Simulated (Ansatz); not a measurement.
**Yb: levels with and without spin–orbit coupling**

```yaml
crystal:
  lattice:
    - [3.87990, 0.00000, 0.00000]
    - [-1.93995, 3.36009, 0.00000]
    - [0.00000, 0.00000, 6.38590]
  atoms:
    - { symbol: Yb, position: [0.33333, 0.66667, 0.25000] }
    - { symbol: Yb, position: [0.66667, 0.33333, 0.75000] }
```

Atoms are numbered in the order listed.

The cell is COD entry 1540221, as deposited and not checked against the literature; nothing was relaxed.

Where the f shell is localised, expect the real compound to differ from this run without U.

Levels of theory: DFT, PBE, all-electron LAPW, scalar-relativistic (Ansatz 0.2.0); DFT, PBE, all-electron LAPW, Dirac equation with spin-orbit coupling (Ansatz 0.2.0).

The runs use a Γ-centred 11×11×6 k mesh, Fermi–Dirac smearing of 0.03 eV, basis error target 0.5 meV/atom, no spin polarisation.

Levels between -4 and 2 eV, each run counted from its own valence-band top where it has a gap, else its Fermi level. Scalar levels are listed once for both spins; with the coupling every spinor state is counted. Levels near the edges of the range can cross them.

(1) At Γ (0.000, 0.000, 0.000) the scalar-relativistic levels are -1.76, -0.42, -0.40, -0.40, -0.39, -0.35 (×2), -0.34 (×2), -0.33 (×2), -0.30 (×2), -0.28 (×2), 0.08. What are they with spin–orbit coupling?

(2) At M (0.500, 0.000, 0.000) the scalar-relativistic levels are -1.69, -0.87, -0.41, -0.37, -0.36, -0.36 (×2), -0.36 (×2), -0.35, -0.32, -0.31, -0.30, -0.29, -0.29, -0.28, 0.04, 0.23, 1.54. What are they with spin–orbit coupling?

(3) At L (0.500, 0.000, 0.500) the scalar-relativistic levels are -1.26 (×2), -0.39 (×2), -0.38 (×2), -0.36 (×2), -0.36 (×2), -0.33 (×2), -0.30 (×4), 0.30 (×2), 1.54 (×2). What are they with spin–orbit coupling?

Answers

(1) -1.79 (×2), -1.51 (×4), -1.50 (×2), -1.50 (×6), -0.28 (×2), -0.19 (×6), -0.17 (×2), -0.15 (×4), -0.14 (×2), 0.07 (×2).

(2) -1.74 (×2), -1.52 (×2), -1.51 (×4), -1.50 (×4), -1.48 (×2), -0.87 (×2), -0.23 (×2), -0.20 (×2), -0.19 (×2), -0.17 (×2), -0.16 (×2), -0.16 (×4), -0.14 (×2), 0.01 (×2), 0.19 (×2), 1.44 (×2).

(3) -1.52 (×4), -1.51 (×4), -1.50 (×4), -1.28 (×4), -0.23 (×4), -0.19 (×4), -0.16 (×4), -0.15 (×4), 0.25 (×4), 1.47 (×4).
